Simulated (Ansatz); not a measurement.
# La under changes of volume

One of the cells (36.962 Å³/atom); the others are scaled copies at fixed shape and fractional positions:

```
La
1.0
     3.75000    0.00000    0.00000
    -1.87500    3.24760    0.00000
     0.00000    0.00000    6.07000
La
2
Direct
  0.66667 0.33333 0.75000
  0.33333 0.66667 0.25000
```

This isn't the form of La at room conditions, which is double hcp.

| Item | Value |
| --- | --- |
| Program | Ansatz 0.2.0 |
| Functional | LDA |
| Potentials or basis | Ansatz PAW |
| Cutoff | 420 eV (not typed: the program's choice for these potentials) |
| k mesh | 8 × 8 × 5 |
| Occupations | fermi-dirac, width 0.05 eV |
| Spin | no spin polarisation |

```tsv
volume (Å³/atom)	energy over the lowest point (meV/atom)	pressure (GPa)
34.744	0.00	-1.5
35.483	7.89	-1.9
36.222	17.81	-2.4
36.962	29.76	-2.8
37.701	43.71	-3.2
38.440	59.53	-3.6
39.179	?	?
```

What does the run at 39.179 Å³/atom give?

Energy over the lowest point 77.13 meV/atom; pressure -4.0 GPa.

Worked out: A Birch-Murnaghan fit of order 3 (a polynomial in V^(-2/3)) to the other rows has no minimum within the range. It gives 77.23 meV/atom at 39.179 Å³/atom, against the run's 77.13, and -dE/dV = -4.0 GPa, against -4.0.

Energies are extrapolated to zero smearing.

Caveats: the PAW data sets come from PBE, with cores solved anew for the run's functional, which leaves a small shift of forces and pressure.
